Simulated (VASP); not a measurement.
A run of VASP 6.6.1 is set up as follows.

File INCAR:

```
PREC = Accurate
ENCUT = 300
EDIFF = 1E-6
ISMEAR = 1
SIGMA = 0.1
LREAL = F
LASPH = T
NELM = 80
ALGO = Normal
ISIF = 3
LWAVE = F
LCHARG = F
GGA = PE
IBRION = 2
NSW = 90
EDIFFG = -0.01
```

The input KPOINTS:

```
Automatic mesh
0
Gamma
  8 8 8
```

The input POSCAR:

```
Rh
1.0
    0.0000000000      1.8978500000      1.8978500000
    1.8978500000      0.0000000000      1.8978500000
    1.8978500000      1.8978500000      0.0000000000
Rh
1
Direct
    0.0000000000      0.0000000000      0.0000000000
```

Potentials or basis: VASP PAW PBE potentials, release 64 (Rh).

Command:

```console
$ cat potpaw_PBE.64/Rh/POTCAR > POTCAR
$ mpirun -np 1 vasp_std > vasp.out
```

Problem. What does it give for the band gap on the k mesh?

Solution. None (metal or under the smearing width).

Problem. Predict the relaxed cell.

Solution. a = 2.704 Å, b = 2.704 Å, c = 2.704 Å, α = 60.00°, β = 60.00°, γ = 60.00°.

Problem. Predict the relaxed volume.

Solution. 13.98 Å³/atom.

Final structure:
```
Rh
1.0
     0.00000    1.91217    1.91217
     1.91217    0.00000    1.91217
     1.91217    1.91217    0.00000
Rh
1
Direct
  0.00000 0.00000 0.00000
```

PBE usually gives volumes a little too large and moduli too small. Zero-point motion and thermal expansion aren't in these numbers.
